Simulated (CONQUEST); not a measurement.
Cu2O (Cuprite) under changes of volume

One of the cells (12.885 Å³/atom); the others are scaled copies at fixed shape and fractional positions:

```
CELL_PARAMETERS angstrom
4.26000 0.00000 0.00000
0.00000 4.26000 0.00000
0.00000 0.00000 4.26000
ATOMIC_POSITIONS crystal
Cu 0.75000 0.25000 0.25000
Cu 0.25000 0.75000 0.25000
Cu 0.75000 0.75000 0.75000
Cu 0.25000 0.25000 0.75000
O 0.50000 0.50000 0.50000
O 0.00000 0.00000 0.00000
```

| Property | Result |
| --- | --- |
| Program | CONQUEST 1.3 |
| Functional | PBEsol |
| Potentials or basis | PseudoDojo NC PBEsol, DZP, grid of 48 × 48 × 48 points |
| k mesh | 6 × 6 × 6 |
| Occupations | fermi-dirac, width 0.05 eV |
| Spin | no spin polarisation |

```csv
volume (Å³/atom),energy over the lowest point (meV/atom),pressure (GPa),gap on the mesh (eV)
12.112,13.86,7.3,0.63
12.369,4.60,4.2,0.58
12.627,0.05,1.4,0.53
12.885,0.00,-1.3,0.48
13.142,?,?,?
13.400,10.86,-5.4,0.39
13.658,20.94,-7.1,0.36
```

Q: What does the run at 13.142 Å³/atom give?

A: Energy over the lowest point 3.76 meV/atom; pressure -3.4 GPa; gap on the mesh 0.44 eV.

Worked out: A Birch-Murnaghan fit of order 3 (a polynomial in V^(-2/3)) to the other rows has its minimum at 12.76 Å³/atom with B0 = V·E''(V) = 125 GPa and B' = 5.2. It gives 3.72 meV/atom at 13.142 Å³/atom, against the run's 3.76, and -dE/dV = -3.4 GPa, against -3.4. A straight line through the other rows of the gap, of slope -2.28 eV per unit of ln V (its deformation potential), gives 0.44 eV, against the run's 0.44.

Energies are extrapolated to zero smearing.

Caveats: the basis of atomic orbitals isn't converged, which shifts pressures, moduli and gaps.

A mesh can miss the band edges.
